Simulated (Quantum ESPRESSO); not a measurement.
Runs of Quantum ESPRESSO 7.5 on Ir. The structure is cubic, space group Fm-3m (No. 225). The conventional cell has a = 3.831 Å, b = 3.831 Å, c = 3.831 Å, α = 90.00°, β = 90.00°, γ = 90.00°. Ir (site symmetry m-3m) has 12 Ir at 2.71 Å as nearest neighbours. 

```csv
task,level,potentials or basis,cell,form of the LDA correlation,gap on the mesh (eV),pressure (GPa),V0 of scaled cells (Å³/atom),B0 (GPa)
single point,PBEsol,GBRV 1.5 PBEsol,cell strained at random at fixed volume,-,none,-0.3,-,-
single point,PBEsol,GBRV 1.5 PBEsol,as given,-,none,-0.7,-,-
equation of state,LDA,GBRV 1.5 LDA,as given,PZ81,-,-,(b),(a)
equation of state,PBEsol,GBRV 1.5 PBEsol,as given,-,-,-,14.04,387
```

Alike in all rows: no spin polarisation; k mesh 12 × 12 × 12; cutoff (eV) 612; smearing fermi-dirac 0.05 eV.

Q: Fill in the values left out.

A: (a) 406; (b) 13.84.

A k mesh can miss the band edges, and the runs leave out spin-orbit coupling on Ir.

A gap of «none» marks a metal or a gap under the smearing width.
